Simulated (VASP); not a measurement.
# ZnS (Wurtzite-2H) in VASP: further runs, part 2 of 2

VASP 6.6.1.

**4. Single point, PBE**

File INCAR:

```
PREC     = Accurate       # precision mode
ENCUT    = 520            # plane-wave cutoff, eV
EDIFF    = 1E-7           # SCF threshold, eV
ISMEAR   = 0              # smearing method
SIGMA    = 0.01           # smearing width, eV
LREAL    = F              # projectors in reciprocal space
LASPH    = T              # aspherical terms in the spheres
NELM     = 60             # most SCF steps
ALGO     = Normal         # electronic algorithm
ISIF     = 2              # what is computed and relaxed
LWAVE    = F              # write WAVECAR
LCHARG   = F              # write CHGCAR
GGA      = PE             # functional
NBANDS   = 26             # bands
```

File KPOINTS:

```
Automatic mesh
0
Gamma
  6 6 4
```

File POSCAR:

```
ZnS
1.0
    3.8110000000      0.0000000000      0.0000000000
   -1.9055000000      3.3004230000      0.0000000000
    0.0000000000      0.0000000000      6.2340000000
Zn S
2 2
Direct
    0.3333333333      0.6666666667      0.0000000000
    0.6651517093      0.3303034187      0.5000000000
    0.3333333333      0.6666666667      0.3850000000
    0.6666666667      0.3333333333      0.8850000000
```

Potentials or basis: VASP PAW PBE potentials, release 64 (Zn, S).

Started as:

```sh
cat potpaw_PBE.64/Zn/POTCAR potpaw_PBE.64/S/POTCAR > POTCAR
mpirun -np 1 vasp_std > vasp.out
```

OUTCAR:

```text
PREC = Accurate
   ENCUT = 520
   EDIFF = 1E-7
   ISMEAR = 0
   LREAL = F
   LASPH = T
   NELM = 60
   ISIF = 2
   GGA = PE

 ion  position               nearest neighbor table
   1  0.333  0.667  0.000-   4 2.31   4 2.31   4 2.31   3 2.40
   2  0.665  0.330  0.500-   3 2.30   3 2.32   3 2.32   4 2.40
   3  0.333  0.667  0.385-   2 2.30   2 2.32   2 2.32   1 2.40
   4  0.667  0.333  0.885-   1 2.31   1 2.31   1 2.31   2 2.40

  LATTYP: Found a hexagonal cell.
 ALAT       =     3.8110000000
 C/A-ratio  =     1.6357911309

  Lattice vectors:

 A1 = (   3.8110000000,   0.0000000000,   0.0000000000)
 A2 = (  -1.9055000000,   3.3004230000,   0.0000000000)
 A3 = (   0.0000000000,   0.0000000000,   6.2340000000)

Analysis of symmetry for initial positions (statically):
=====================================================================
 Subroutine PRICEL returns:
 Original cell was already a primitive cell.

 Routine SETGRP: Setting up the symmetry group for a
 hexagonal supercell.

 Subroutine GETGRP returns: Found  2 space group operations
 (whereof  2 operations were pure point group operations)
 out of a pool of 24 trial point group operations.

The static configuration has the point symmetry C_1h.

Analysis of symmetry for dynamics (positions and initial velocities):
=====================================================================
 Subroutine PRICEL returns:
 Original cell was already a primitive cell.

 Routine SETGRP: Setting up the symmetry group for a
 hexagonal supercell.

 Subroutine GETGRP returns: Found  2 space group operations
 (whereof  2 operations were pure point group operations)
 out of a pool of 24 trial point group operations.

The dynamic configuration has the point symmetry C_1h.

 Subroutine INISYM returns: Found  2 space group operations
 (whereof  2 operations are pure point group operations),
 and found     1 'primitive' translations
[... 110 lines left out ...]
   NELECT =      36.0000    total number of electrons
   NUPDOWN=      -1.0000    fix difference up-down
   EMIN   =  10.00;   EMAX   =-10.00  energy-range for DOS
   EFERMI =   0.00;   METHOD = LEGACY
   ISMEAR =     0;   SIGMA  =   0.01  broadening in eV -4-tet -1-fermi 0-gaus
   EFERMI_NEDOS =   21; number of points for ismear=-14 and -15
   IALGO  =     38    algorithm
   IMIX   =      4    mixing-type and parameters
     AMIX     =   0.40;   BMIX     =  1.00
     AMIX_MAG =   1.60;   BMIX_MAG =  1.00
  volume/ion in A,a.u.               =      19.60       132.29
  Fermi-wavevector in a.u.,A,eV,Ry     =   1.262943  2.386617 21.701646  1.595026
  Thomas-Fermi vector in A             =   2.396326
   LORBIT       =      0    0 simple, 1 ext, 2 COOP (PROOUT), +10 PAW based schemes
   GGA     = PE    functional components
   LHFCALC =     F    Hartree Fock is set to
   AEXX    =    0.0000 exact exchange contribution
   IVDW    =     0    specifies the selected vdW correction
   LEPSILON=     F    determine dielectric tensor
   LRPA    =     F    only Hartree local field effects (RPA)
 non-spin polarized calculation
 Gauss-broadening in eV      SIGMA  =   0.01
  energy-cutoff  :      520.00
  volume of cell :       78.41
 maximum number of plane-waves:      2133
   NGX = 15   NGY = 15   NGZ = 23

 number of electron      35.9999979 magnetization

 Free energy of the ion-electron system (eV)
  ---------------------------------------------------
  ext. energy  EPLUGINS =         0.00000000
  ---------------------------------------------------
  free energy    TOTEN  =       -13.65041742 eV

  energy without entropy =      -13.65041742  energy(sigma->0) =      -13.65041742

 E-fermi :   2.2665     XC(G=0):  -9.6507

 val. band max:        2.1639363971   @ k =   0.0000   0.0000   0.0000
 cond. band min:       4.4165426034   @ k =   0.0000   0.0000   0.0000
 fundamental gap:      2.2526062063
 Fermi energy:         2.2664780440

 k-point     1 :       0.0000    0.0000    0.0000
  band No.  band energies     occupation
      1     -11.0299      2.00000
      2     -10.1067      2.00000
      3      -4.2096      2.00000
      4      -4.2033      2.00000
      5      -4.1435      2.00000
      6      -4.1406      2.00000
[... 685 lines left out ...]
     25      11.9976      0.00000
     26      12.9556      0.00000

 [... further k-points ...]
[... 5 lines left out ...]
  --------------------------------------------------------------------------------------
  -------------------------------------------------------------------------------------
  Total        1.5213778      1.6408548      0.5538397      0.0000000      0.0389052      0.0000000
  in kB       31.0865340     33.5278250     11.3166873      0.0000000      0.7949547      0.0000000
  external PRESSURE =      25.3103488 kB  Pullay stress =       0.0000000 kB

 VOLUME and BASIS-vectors are now :
 -----------------------------------------------------------------------------
  energy-cutoff  :      520.00
  volume of cell :       78.41
      direct lattice vectors                 reciprocal lattice vectors
     3.811000000  0.000000000  0.000000000     0.262398321  0.151495733  0.000000000
    -1.905500000  3.300423000  0.000000000     0.000000000  0.302991465  0.000000000
     0.000000000  0.000000000  6.234000000     0.000000000  0.000000000  0.160410651

 POSITION                                       TOTAL-FORCE (eV/Angst)
 -----------------------------------------------------------------------------------
     -0.00000      2.20028      0.00000         0.000000      0.001509      0.323944
      1.90550      1.09014      3.11700         0.000000      0.068559      0.324609
     -0.00000      2.20028      2.40009        -0.000000     -0.067103     -0.324532
      1.90550      1.10014      5.51709         0.000000     -0.002965     -0.324021
 -----------------------------------------------------------------------------------
    total drift:                                0.000001     -0.000462      0.000445

  FREE ENERGIE OF THE ION-ELECTRON SYSTEM (eV)
  ---------------------------------------------------
  free  energy   TOTEN  =       -13.6504174161 eV

  energy  without entropy=      -13.6504174161  energy(sigma->0) =      -13.65041742
```

OSZICAR:

```text
N       E                     dE             d eps       ncg     rms          rms(c)
DAV:   1     0.245070132349E+03    0.24507E+03   -0.17038E+04  2444   0.167E+03
DAV:   2     0.100734958014E+02   -0.23500E+03   -0.22476E+03  2516   0.351E+02
DAV:   3    -0.139248711736E+02   -0.23998E+02   -0.23762E+02  2924   0.112E+02
DAV:   4    -0.145021255133E+02   -0.57725E+00   -0.57595E+00  2878   0.174E+01
DAV:   5    -0.145109759061E+02   -0.88504E-02   -0.88484E-02  2924   0.213E+00    0.992E+00
DAV:   6    -0.136601748463E+02    0.85080E+00   -0.16392E+00  3642   0.371E+01    0.762E+00
DAV:   7    -0.136563243520E+02    0.38505E-02   -0.12579E+00  2586   0.655E+00    0.346E+00
DAV:   8    -0.136495613935E+02    0.67630E-02   -0.35745E-02  3044   0.182E+00    0.986E-01
DAV:   9    -0.136500517634E+02   -0.49037E-03   -0.95339E-03  3328   0.133E+00    0.232E-01
DAV:  10    -0.136501949531E+02   -0.14319E-03   -0.61530E-04  2812   0.343E-01    0.956E-02
DAV:  11    -0.136504143779E+02   -0.21942E-03   -0.34373E-04  2532   0.126E-01    0.552E-02
DAV:  12    -0.136504139521E+02    0.42582E-06   -0.15315E-05  3020   0.458E-02    0.103E-02
DAV:  13    -0.136504173350E+02   -0.33829E-05   -0.54450E-06  2544   0.206E-02    0.247E-03
DAV:  14    -0.136504174161E+02   -0.81086E-07   -0.40879E-07  3008   0.152E-02
   1 F= -.13650417E+02 E0= -.13650417E+02  d E =-.847060E-50
```

stdout:

```text
POSCAR found type information on POSCAR ZnS
 POSCAR found :  2 types and       4 ions
 scaLAPACK will be used
 LDA part: xc-table for (Slater+PW92), standard interpolation
 POSCAR, INCAR and KPOINTS ok, starting setup
 FFT: planning ... GRIDC
 FFT: planning ... GRID_SOFT
 FFT: planning ... GRID
 WAVECAR not read
 entering main loop
```

Wall time 38 s (1 thread of Intel Xeon 6975P-C (Granite Rapids), shared host); peak memory 0.22 GiB.

Results:

* Free energy: -13.6504 eV
* Pressure: 2.5 GPa
* Largest force: 0.332 eV/Å
* Band gap on the k mesh: 2.25 eV, direct

Forces on the atoms (eV/Å):
```
Zn   0.000  0.002  0.324
Zn   0.000  0.069  0.325
S    0.000 -0.067 -0.325
S    0.000 -0.003 -0.324
```

**5. Against experiment**

Step 2. Measured gap of ZnS: 3.911 eV (direct; 4 K; a printed reference work, monograph). This calculation gives 2.25 eV (-1.66 eV). The value is that of PBE, without temperature or zero-point motion. Semilocal functionals fall short of measured gaps as a rule.
